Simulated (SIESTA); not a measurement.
Runs of SIESTA 5.4.2 on Sn. It takes space group Immm (No. 71, orthorhombic). The conventional cell has a = 3.453 Å, b = 3.551 Å, c = 4.677 Å, α = 90.00°, β = 90.00°, γ = 90.00°. Sn (site symmetry mmm) has 12 Sn at 3.41 to 3.55 Å as nearest neighbours. This isn't the form of Sn at room conditions, which is tetragonal (white tin).

```tsv
potentials or basis	gap on the mesh (eV)	pressure (GPa)
PseudoDojo 0.4 standard (PBEsol files), SZ (energy shift 0.003 Ry)	none	1.9
PseudoDojo 0.4 standard (PBEsol files), SZP (energy shift 0.003 Ry)	none	-1.9
PseudoDojo 0.4 standard (PBEsol files), DZP (energy shift 0.003 Ry; two zetas on semicore shells)	none	(b)
PseudoDojo 0.4 standard (PBEsol files), TZDP (energy shift 0.003 Ry; two zetas on semicore shells)	none	(a)
PseudoDojo 0.4 standard (PBEsol files), DZ (energy shift 0.003 Ry; two zetas on semicore shells)	none	-1.8
```

Alike in all rows: task band structure; level PBEsol; no spin polarisation; cell as given; k mesh 11 × 11 × 11; smearing fermi-dirac 0.05 eV; grid cutoff 500 Ry; energy shift 0.003 Ry.

Estimate the missing entries.

(a) -3.4; (b) -2.6.

Caveats: spin-orbit coupling is left out, which moves the levels of the heavy elements; the basis of atomic orbitals isn't converged, which shifts pressures, moduli and gaps; the basis has no polarisation orbitals (some runs).

A k mesh can miss the band edges, and the runs leave out spin-orbit coupling on Sn.

A gap of «none» marks a metal or a gap under the smearing width.
